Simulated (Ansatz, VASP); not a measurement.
## One calculation of Pd, two programs

```xyz
8
Lattice="3.9424 0.0000 0.0000 0.0000 3.9424 0.0000 0.0000 0.0000 22.9136" Properties=species:S:1:pos:R:3 pbc="T T T"
Pd    0.0000    1.9712    8.5000
Pd    1.9712    0.0000    8.5000
Pd    1.9712    1.9712   10.4712
Pd    0.0000    0.0000   10.4712
Pd    0.0000    1.9712   12.4221
Pd    1.9712    0.0000   12.4221
Pd    1.9712    1.9712   14.3593
Pd    0.0000    0.0000   14.3593
```

Alike in both runs: functional PBE; k mesh 7 × 7 × 1; occupations gaussian, width 0.1 eV; no spin polarisation.

Ansatz relaxed the structure, and its values are those at the end. VASP's run is a single point on that final structure, the one shown.

|  | VASP | Ansatz |
| --- | --- | --- |
| version | VASP 6.6.1 | Ansatz 0.2.0 |
| potentials or method | VASP PAW PBE potentials, release 64 (Pd) | scalar-relativistic, plane waves, PAW |
| plane-wave cutoff (eV) | 520 | 420 |
| valence electrons in the cell | 80 | 144 |

|  | VASP | Ansatz | Ansatz less VASP |
| --- | --- | --- | --- |
| gap on the k mesh at the Fermi level (eV) | none | none | - |
| rms of the force components (eV/Å) | 0.064 | 0.061 | -0.0023 |
| work function, face that differs most (eV) | 5.01 | 5.06 | +0.050 |

A gap of «none» marks a metal or a gap that the smearing closes. The two sets of potentials don't hold the same shells in valence.
